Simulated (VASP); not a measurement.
# GaAs: single point with HSE06

The system is GaAs.

```
CELL_PARAMETERS angstrom
0.00000 2.82685 2.82685
2.82685 0.00000 2.82685
2.82685 2.82685 0.00000
ATOMIC_POSITIONS crystal
As 0.75000 0.75000 0.75000
Ga 0.00000 0.00000 0.00000
```

| Quantity | Value |
| --- | --- |
| Program | VASP 6.6.1 |
| Task | single point |
| Functional | HSE06 |
| Potentials or basis | VASP PAW PBE potentials, release 64 (As, Ga_d) |
| Cutoff | 520 eV |
| k mesh | 6 × 6 × 6 |
| Occupations | gaussian, width 0.02 eV |
| Spin | spin-orbit coupling, no magnetisation |
| Ladder | free |
| Grid for exact exchange (PRECFOCK) | Fast |
| Screening parameter | 0.2 1/A |
| Further INCAR settings | ALGO = Normal; EDIFF = 1e-06 |

| Property | Result |
| --- | --- |
| Pressure | 1.0 GPa |
| Valence electrons inside the program's atomic spheres | As 2.90; Ga 11.65 |

It took 43 min on 4 MPI ranks on Intel(R) Xeon(R) Platinum 8488C (Sapphire Rapids), on a shared host, peak memory 0.39 GiB a rank.

Caveat: the PAW data sets were made with another functional, which shifts forces and pressure a little.
